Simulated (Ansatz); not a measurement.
What a trial cell of Zr₂B₃ relaxes into

Theory: Ansatz 0.2.0, DFT PBE, scalar-relativistic, plane waves, PAW. Cutoff 420 eV, Γ-centred k mesh, Gaussian smearing, no spin polarisation in the final step.

The start puts Zr₂B₃ on the sites of a reported V2O3 cell (C2/c, No. 15), with Zr in place of V, B in place of O, at a guessed volume.

```xyz
10
Lattice="4.4751 -2.6003 0.0000 4.4751 2.6003 0.0000 -3.1370 0.0000 4.8338" Properties=species:S:1:pos:R:3 pbc="T T T"
Zr    0.6350    1.2534    4.6086
Zr    3.6098    1.2534    2.6422
Zr    5.1783   -1.2534    0.2253
Zr    2.2035   -1.2534    2.1917
B     6.7985   -0.4941    1.1505
B     0.5833   -0.4941    1.2665
B    -0.9852    0.4941    3.6834
B     5.2300    0.4941    3.5674
B     2.1224    0.3484    3.6254
B     3.6909   -0.3484    1.2085
```

Cell and atoms relax at zero pressure; the relaxation can't lower the symmetry of the start. After a coarse first stage the cell is made exact in the group found at 0.06 Å.

The zero of energy is the elements' standard structures at the same level; no fitted shifts are applied.

(1) What does it relax into?

(2) What are its volume, energy, density and gap?

## Answers

(1) It ends in R-3c (No. 167). Conventional cell: a = 5.290 Å, c = 18.200 Å. Around Zr lie 6 B at 2.39–2.48 Å; around B lie 2 B at 1.68 Å.

```xyz
10
Lattice="2.6448 1.5270 6.0667 -2.6448 1.5270 6.0667 0.0000 -3.0539 6.0667" Properties=species:S:1:pos:R:3 pbc="T T T"
Zr    0.0000    0.0000    2.2643
Zr    0.0000    0.0000    6.8358
Zr    0.0000    0.0000   15.9358
Zr    0.0000    0.0000   11.3644
B    -0.4861    0.8419    4.5500
B     0.9722    0.0000    4.5500
B     0.4861   -0.8419   13.6501
B    -0.9722    0.0000   13.6501
B     0.4861    0.8419   13.6501
B    -0.4861   -0.8419    4.5500
```

(2) The volume per atom is 14.70 Å³. The density is 4.85 g/cm³, the energy over the elements is -0.25 eV/atom and the gap on the 9×9×9 mesh is 0 eV (a metal).

The final run used a 9×9×9 mesh on its 10-atom cell and 0.10 eV smearing. For metals, differences of a few meV/atom aren't resolved. A structure relaxed within its symmetry needn't be a true minimum.